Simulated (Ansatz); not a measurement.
Rb: do energies and stresses tell the same story?

Method: DFT PBEsol, scalar-relativistic, plane waves, PAW (Ansatz).

Plane waves to 420 eV, a k mesh through Γ of 10×10×10 on the computed 1-atom cell and Gaussian smearing (0.10 eV); no spin polarisation.

Relaxed cell: Im-3m, a = 5.605 Å, b = 5.605 Å, c = 5.605 Å, α = 90.00°, β = 90.00°, γ = 90.00°, 1 atom in the primitive cell.

Energies at zero smearing and pressures from the stress tensor, at volumes with shape and atoms relaxed:
```csv
V (Å³/atom),E − E(first) (meV/atom),P (GPa)
77.478,0.00,0.400
80.120,-5.49,0.262
82.761,-8.84,0.143
85.402,-10.35,0.040
88.043,-10.27,-0.049
90.685,-8.81,-0.126
93.326,-6.17,-0.193
96.848,-1.06,-0.269
```

Q: Check P = −dE/dV between neighbouring volumes, and get the bulk modulus from the pressures alone.

A: With 1 eV/Å³ = 160.2 GPa:
```tsv
middle V (Å³/atom)	−ΔE/ΔV (GPa)	mean P (GPa)
78.799	0.333	0.331
81.440	0.203	0.203
84.081	0.092	0.091
86.723	-0.005	-0.005
89.364	-0.088	-0.088
92.005	-0.161	-0.160
95.087	-0.232	-0.231
```

The two differ by 0.001 GPa at most. The mean of two end pressures misses the average over a step by about ΔV² P″/12, up to 0.002 GPa here; with that taken off 0.003 GPa remains. Around V = 85.402 Å³/atom, the two neighbours give B = −V ΔP/ΔV = 85.402 × 0.192 / 5.283 = 3.1 GPa, against B0 = 3.0 GPa from the Birch–Murnaghan fit of the energies.